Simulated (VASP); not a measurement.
# Ga2O3 (R-3c) in VASP: notebook

The runs below take Ga2O3 through relaxation of cell and atoms, with PBE.

Everything below comes from runs of VASP 6.6.1. Logs are shortened: lines on timing, memory, paths and dates and some standing lists are left out, and cuts for length are marked.

### 1 Starting point

It takes space group R-3c (No. 167, trigonal). The conventional cell has a = 4.997 Å, b = 4.997 Å, c = 13.451 Å, α = 90.00°, β = 90.00°, γ = 120.00°. Ga (site symmetry 3) is surrounded by 6 O at 1.93 to 2.08 Å. O (site symmetry 2) has 4 Ga at 1.93 to 2.08 Å as nearest neighbours.

The cell is a database's computed one.

### 2 Relaxation of cell and atoms, PBE

The input, INCAR:

```
PREC = Accurate ; ENCUT = 600
EDIFF = 1E-6 ; ISMEAR = 0
SIGMA = 0.02 ; LREAL = F
LASPH = T ; NELM = 120
ALGO = Fast ; ISIF = 3
LWAVE = F ; LCHARG = F
GGA = PE ; IBRION = 2
NSW = 80 ; EDIFFG = -0.005
KPAR = 4
```

The input, KPOINTS:

```
Automatic mesh
0
Gamma
  7 7 7
```

The input, POSCAR:

```
Ga2O3
1.0
    2.4986992000      1.4426247000      4.4835498000
   -2.4986992000      1.4426247000      4.4835498000
    0.0000000000     -2.8852493000      4.4835498000
Ga O
4 6
Direct
    0.8555855800      0.8555855800      0.8555855800
    0.6444144200      0.6444144200      0.6444144200
    0.1444144200      0.1444144200      0.1444144200
    0.3555855800      0.3555855800      0.3555855800
    0.7500000000      0.4468328200      0.0531671800
    0.4468328200      0.0531671800      0.7500000000
    0.0531671800      0.7500000000      0.4468328200
    0.2500000000      0.5531671800      0.9468328200
    0.9468328200      0.2500000000      0.5531671800
    0.5531671800      0.9468328200      0.2500000000
```

Potentials or basis: VASP PAW PBE potentials, release 64 (Ga_d, O).

Run with:

```bash
> cat potpaw_PBE.64/Ga_d/POTCAR potpaw_PBE.64/O/POTCAR > POTCAR
> mpirun -np 4 vasp_std > vasp.out
```

OUTCAR:

```text
PREC = Accurate
   ENCUT = 600
   EDIFF = 1E-6
   ISMEAR = 0
   LREAL = F
   LASPH = T
   NELM = 120
   ISIF = 3
   GGA = PE
   IBRION = 2
   NSW = 80
   EDIFFG = -0.005

 ion  position               nearest neighbor table
   1  0.856  0.856  0.856-   8 1.93  10 1.93   9 1.93   7 2.08   6 2.08   5 2.08   2 2.84
   2  0.644  0.644  0.644-   9 1.93  10 1.93   8 1.93   5 2.08   6 2.08   7 2.08   1 2.84
   3  0.144  0.144  0.144-   5 1.93   6 1.93   7 1.93   9 2.08  10 2.08   8 2.08   4 2.84
   4  0.356  0.356  0.356-   7 1.93   6 1.93   5 1.93   8 2.08  10 2.08   9 2.08   3 2.84
   5  0.750  0.447  0.053-   3 1.93   4 1.93   2 2.08   1 2.08
   6  0.447  0.053  0.750-   3 1.93   4 1.93   1 2.08   2 2.08
   7  0.053  0.750  0.447-   4 1.93   3 1.93   1 2.08   2 2.08
   8  0.250  0.553  0.947-   1 1.93   2 1.93   4 2.08   3 2.08
   9  0.947  0.250  0.553-   2 1.93   1 1.93   3 2.08   4 2.08
  10  0.553  0.947  0.250-   1 1.93   2 1.93   3 2.08   4 2.08

  LATTYP: Found a trigonal (rhomboedric) cell.
 ALAT       =     5.3316866493
 COS(alpha) =     0.5607328536

  Lattice vectors:

 A1 = (   2.4986992000,   1.4426247000,   4.4835498000)
 A2 = (  -2.4986992000,   1.4426247000,   4.4835498000)
 A3 = (   0.0000000000,  -2.8852493000,   4.4835498000)

Analysis of symmetry for initial positions (statically):
=====================================================================
 Subroutine PRICEL returns:
 Original cell was already a primitive cell.

 Routine SETGRP: Setting up the symmetry group for a
 trigonal (rhombohedral) supercell.

 Subroutine GETGRP returns: Found 12 space group operations
 (whereof  6 operations were pure point group operations)
 out of a pool of 12 trial point group operations.

The static configuration has the point symmetry S_6 .
 The point group associated with its full space group is D_3d.

Analysis of symmetry for dynamics (positions and initial velocities):
=====================================================================
 Subroutine PRICEL returns:
 Original cell was already a primitive cell.

 Routine SETGRP: Setting up the symmetry group for a
 trigonal (rhombohedral) supercell.

 Subroutine GETGRP returns: Found 12 space group operations
 (whereof  6 operations were pure point group operations)
 out of a pool of 12 trial point group operations.

The dynamic configuration has the point symmetry S_6 .
 The point group associated with its full space group is D_3d.

 Subroutine INISYM returns: Found 12 space group operations
 (whereof  6 operations are pure point group operations),
 and found     1 'primitive' translations

----------------------------------------------------------------------------------------

                                     Primitive cell

  volume of cell :      96.9707

  direct lattice vectors                    reciprocal lattice vectors
     2.498699200  1.442624700  4.483549800     0.200104118  0.115530166  0.074345852
    -2.498699200  1.442624700  4.483549800    -0.200104118  0.115530166  0.074345852
     0.000000000 -2.885249300  4.483549800     0.000000000 -0.231060331  0.074345854

  length of vectors
     5.331686649  5.331686649  5.331686631     0.242726560  0.242726560  0.242726560

  position of ions in fractional coordinates (direct lattice)
     0.855585580  0.855585580  0.855585580
     0.644414420  0.644414420  0.644414420
     0.144414420  0.144414420  0.144414420
     0.355585580  0.355585580  0.355585580
     0.750000000  0.446832820  0.053167180
     0.446832820  0.053167180  0.750000000
     0.053167180  0.750000000  0.446832820
     0.250000000  0.553167180  0.946832820
     0.946832820  0.250000000  0.553167180
     0.553167180  0.946832820  0.250000000

  ion indices of the primitive-cell ions
   primitive index   ion index
                 1           1
                 2           2
                 3           3
                 4           4
                 5           5
                 6           6
                 7           7
                 8           8
                 9           9
                10          10

----------------------------------------------------------------------------------------

 KPOINTS: Automatic mesh

Automatic generation of k-mesh.
 Grid dimensions read from file:
 generate k-points for:    7    7    7

 Generating k-lattice:

  Cartesian coordinates                     Fractional coordinates (reciprocal lattice)
     0.028586303  0.016504309  0.010620836     0.142857143  0.000000000  0.000000000
    -0.028586303  0.016504309  0.010620836     0.000000000  0.142857143  0.000000000
     0.000000000 -0.033008619  0.010620836     0.000000000  0.000000000  0.142857143

  Length of vectors
     0.034675223  0.034675223  0.034675223

  Shift w.r.t. Gamma in fractional coordinates (k-lattice)
     0.000000000  0.000000000  0.000000000

 Subroutine IBZKPT returns following result:
 ===========================================

 Found     44 irreducible k-points:

 Following reciprocal coordinates:
            Coordinates               Weight
  0.000000  0.000000  0.000000      1.000000
  0.142857 -0.000000  0.000000      6.000000
  0.285714  0.000000 -0.000000      6.000000
  0.428571 -0.000000 -0.000000      6.000000
  0.142857  0.142857  0.000000      6.000000
  0.285714  0.142857  0.000000     12.000000
[... 16 lines left out ...]
  0.285714  0.285714  0.142857      6.000000
  0.428571  0.285714  0.142857     12.000000
 [... further k-points ...]
   k-points           NKPTS =     44   k-points in BZ     NKDIM =     44   number of bands    NBANDS=     52
   number of dos      NEDOS =    301   number of ions     NIONS =     10
   total plane-waves  NPLWV = 110592
   dimension x,y,z NGX =    48 NGY =   48 NGZ =   48
   dimension x,y,z NGXF=    96 NGYF=   96 NGZF=   96
   ions per type =               4   6
   NGX,Y,Z   is equivalent  to a cutoff of  14.97, 14.97, 14.97 a.u.
   NGXF,Y,Z  is equivalent  to a cutoff of  29.93, 29.93, 29.93 a.u.
 SYSTEM =  unknown system
   PREC   = accura    normal or accurate (medium, high low for compatibility)
   ISTART =      0    job   : 0-new  1-cont  2-samecut
   ICHARG =      2    charge: 1-file 2-atom 10-const
   ISPIN  =      1    spin polarized calculation?
   LNONCOLLINEAR =      F non collinear calculations
   LSORBIT =      F    spin-orbit coupling
   LASPH  =      T    aspherical Exc in radial PAW
   ENCUT  =  600.0 eV  44.10 Ry    6.64 a.u.  10.65 10.65 10.65*2*pi/ulx,y,z
   NELM   =    120;   NELMIN=  2; NELMDL= -5     # of ELM steps
   EDIFF  = 0.1E-05   stopping-criterion for ELM
   LREAL  =      F    real-space projection
   EDIFFG = -.5E-02   stopping-criterion for IOM
   NSW    =     80    number of steps for IOM
   IBRION =      2    ionic relax: 0-MD 1-quasi-New 2-CG
   NFREE  =      1    steps in history (QN), initial steepest desc. (CG)
   ISIF   =      3    stress and relaxation
   ISYM   =      2    0-nonsym 1-usesym 2-fastsym
   POTIM  = 0.5000    time-step for ionic-motion
   TEBEG  =    0.0;   TEEND  =   0.0 temperature during run
   PSTRESS=    0.0 pullay stress
   NELECT =      88.0000    total number of electrons
   NUPDOWN=      -1.0000    fix difference up-down
   EMIN   =  10.00;   EMAX   =-10.00  energy-range for DOS
   EFERMI =   0.00;   METHOD = LEGACY
   ISMEAR =     0;   SIGMA  =   0.02  broadening in eV -4-tet -1-fermi 0-gaus
   EFERMI_NEDOS =   21; number of points for ismear=-14 and -15
   IALGO  =     68    algorithm
   IMIX   =      4    mixing-type and parameters
     AMIX     =   0.40;   BMIX     =  1.00
     AMIX_MAG =   1.60;   BMIX_MAG =  1.00
  volume/ion in A,a.u.               =       9.70        65.44
  Fermi-wavevector in a.u.,A,eV,Ry     =   1.584974  2.995167 34.179783  2.512143
  Thomas-Fermi vector in A             =   2.684510
   LORBIT       =      0    0 simple, 1 ext, 2 COOP (PROOUT), +10 PAW based schemes
   GGA     = PE    functional components
   LHFCALC =     F    Hartree Fock is set to
   AEXX    =    0.0000 exact exchange contribution
   IVDW    =     0    specifies the selected vdW correction
   LEPSILON=     F    determine dielectric tensor
   LRPA    =     F    only Hartree local field effects (RPA)
 conjugate gradient relaxation of ions
 non-spin polarized calculation
 RMM-DIIS sequential band-by-band and
 Gauss-broadening in eV      SIGMA  =   0.02
  energy-cutoff  :      600.00
  volume of cell :       96.97
 maximum number of plane-waves:      3251
 NGX is ok and might be reduce to    48
   NGX = 21   NGY = 21   NGZ = 21

--------------------------------------- Ionic step        1  -------------------------------------------

 number of electron      87.9999995 magnetization

 Free energy of the ion-electron system (eV)
  ---------------------------------------------------
  ext. energy  EPLUGINS =         0.00000000
  ---------------------------------------------------
  free energy    TOTEN  =       -59.29435889 eV

  energy without entropy =      -59.29435889  energy(sigma->0) =      -59.29435889

------------------------ aborting loop because EDIFF is reached ----------------------------------------

  FORCE on cell =-STRESS in cart. coord.  units (eV):
  Direction    XX          YY          ZZ          XY          YZ          ZX
  --------------------------------------------------------------------------------------
  -------------------------------------------------------------------------------------
  Total        5.4114726      5.4114727      4.9956650     -0.0000000      0.0000000      0.0000000
  in kB       89.4098702     89.4098715     82.5397811     -0.0000000      0.0000006      0.0000000
  external PRESSURE =      87.1198409 kB  Pullay stress =       0.0000000 kB
[... 113 lines left out ...]
  FREE ENERGIE OF THE ION-ELECTRON SYSTEM (eV)
  ---------------------------------------------------
  free  energy   TOTEN  =       -59.3987741909 eV

  energy  without entropy=      -59.3987741909  energy(sigma->0) =      -59.39877419

[... ionic steps 4 to 9 ...]

--------------------------------------- Ionic step       10  -------------------------------------------

 number of electron      88.0000003 magnetization

------------------------ aborting loop because EDIFF is reached ----------------------------------------
[... 83 lines left out ...]
--------------------------------------- Ionic step       12  -------------------------------------------

 number of electron      88.0000003 magnetization

 Free energy of the ion-electron system (eV)
  ---------------------------------------------------
  ext. energy  EPLUGINS =         0.00000000
  ---------------------------------------------------
  free energy    TOTEN  =       -59.39916157 eV

  energy without entropy =      -59.39916157  energy(sigma->0) =      -59.39916157

 E-fermi :   4.1919     XC(G=0): -11.9413

 val. band max:        4.0602918922   @ k =  -0.1429   0.1429   0.0000
 cond. band min:       6.4185650855   @ k =   0.0000   0.0000   0.0000
 fundamental gap:      2.3582731933
 Fermi energy:         4.1919064763

 k-point     1 :       0.0000    0.0000    0.0000
  band No.  band energies     occupation
      1     -14.5890      2.00000
      2     -12.7442      2.00000
      3     -12.7442      2.00000
      4     -12.7194      2.00000
      5     -12.7025      2.00000
      6     -12.7025      2.00000
[... 1309 lines left out ...]
     51      13.8588      0.00000
     52      15.1269      0.00000

 [... further k-points ...]
[... 5 lines left out ...]
  --------------------------------------------------------------------------------------
  -------------------------------------------------------------------------------------
  Total       -0.0355422     -0.0355422     -0.0392899      0.0000000     -0.0000000      0.0000000
  in kB       -0.5639299     -0.5639299     -0.6233933      0.0000000     -0.0000000      0.0000000
  external PRESSURE =      -0.5837510 kB  Pullay stress =       0.0000000 kB
[... 25 lines left out ...]
  FREE ENERGIE OF THE ION-ELECTRON SYSTEM (eV)
  ---------------------------------------------------
  free  energy   TOTEN  =       -59.3991615723 eV

  energy  without entropy=      -59.3991615723  energy(sigma->0) =      -59.39916157

 reached required accuracy - stopping structural energy minimisation
```

Run time: 19 min. Hardware: 4 MPI ranks of AMD EPYC 7R13 (Zen 3), shared host; peak memory 0.46 GiB.

Results:

```yaml
Free_energy: -59.3992 eV
Relaxed_volume: 10.10 Å³/atom
Relaxed_cell: a = 5.405 Å, b = 5.405 Å, c = 5.405 Å, α = 55.87°, β = 55.87°, γ = 55.87°
Space_group_after_relaxing_to_0.05_Å: R-3c (No. 167)
Energy_gained_by_relaxing: 10.5 meV/atom
Ionic_steps: 12
Pressure_after_relaxing: -0.1 GPa
Band_gap_on_the_k_mesh: 2.36 eV, indirect (least direct gap 2.58 eV)
```

Forces in eV/Å, atoms in the order of the input:
```
Ga   0.000  0.000  0.001
Ga   0.000  0.000 -0.001
Ga   0.000  0.000 -0.001
Ga   0.000  0.000  0.001
O   -0.001  0.002  0.000
O    0.003  0.000  0.000
O   -0.001 -0.002  0.000
O    0.001 -0.002  0.000
O    0.001  0.002  0.000
O   -0.003  0.000  0.000
```

Step by step:
```tsv
step	energy change (eV)	largest force (eV/Å)	pressure (GPa)	volume (Å³)
1	0.0000	0.0663	8.71	96.97
2	-0.0293	0.0197	-6.44	104.56
3	-0.1044	0.0392	-0.03	100.96
4	-0.1044	0.0404	0.18	100.88
5	-0.1047	0.0093	0.11	100.90
6	-0.1048	0.0059	0.10	100.90
7	-0.1048	0.0055	0.11	100.90
8	-0.1048	0.0057	0.11	100.90
9	-0.1048	0.0071	0.11	100.90
10	-0.1048	0.0020	-0.08	101.00
11	-0.1048	0.0067	0.02	100.97
12	-0.1048	0.0027	-0.06	100.98
```

Final structure:
```
Ga O
1.0
     2.53223    1.46198    4.54603
    -2.53223    1.46198    4.54603
     0.00000   -2.92397    4.54603
Ga O
4 6
Direct
  0.85590 0.85590 0.85590
  0.64410 0.64410 0.64410
  0.14410 0.14410 0.14410
  0.35590 0.35590 0.35590
  0.75000 0.44688 0.05312
  0.44688 0.05312 0.75000
  0.05312 0.75000 0.44688
  0.25000 0.55312 0.94688
  0.94688 0.25000 0.55312
  0.55312 0.94688 0.25000
```

Caveat: an odd mesh through Γ misses points on the zone boundary, where band edges often lie.

(Continued in part 2 of 2.)
